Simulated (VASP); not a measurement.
Level of theory: LDA (Ceperley-Alder, Perdew-Zunger), VASP's LDA PAW potentials (set 64) (plane waves; VASP).

Gaps are without spin-orbit coupling.

Task: Order these relaxed crystals by band gap, smallest first: MgO, Fm-3m (225); CsI, Pm-3m (221); GaN, F-43m (216); LiAgF2, R-3m (166).

Result: LiAgF2, R-3m (166) (1.78 eV), GaN, F-43m (216) (1.93 eV), CsI, Pm-3m (221) (3.78 eV), MgO, Fm-3m (225) (5.14 eV)
